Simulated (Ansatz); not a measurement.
Crystal: Pd.

```
Pd
1.0
     2.78367    0.00000    0.00000
    -1.39183    2.41072    0.00000
     0.00000    0.00000    4.62889
Pd
2
Direct
  0.33333 0.66667 0.25000
  0.66667 0.33333 0.75000
```

This isn't the form of Pd at room conditions, which is fcc.

Base run:

| Quantity | Value |
| --- | --- |
| Program | Ansatz 0.2.0 |
| Functional | PBEsol |
| Potentials or basis | all-electron LAPW, non-relativistic |
| Cutoff | 260 eV |
| Density cutoff | 1040 eV |
| Basis error allowed | 0.001 eV/atom |
| k mesh | 11 × 11 × 6 |
| Occupations | fermi-dirac, width 0.05 eV |
| Spin | no spin polarisation |

Its results: pressure -1.4 GPa.

The run is repeated on the same cell with these changes: potentials or basis from all-electron LAPW, non-relativistic to all-electron LAPW, inner shells corrected to Dirac's equation. What comes out?

Pressure -10.4 GPa.

Caveats: relativity is left out, which matters for the heavier elements (some runs).

Not every run made on this cell is shown here.
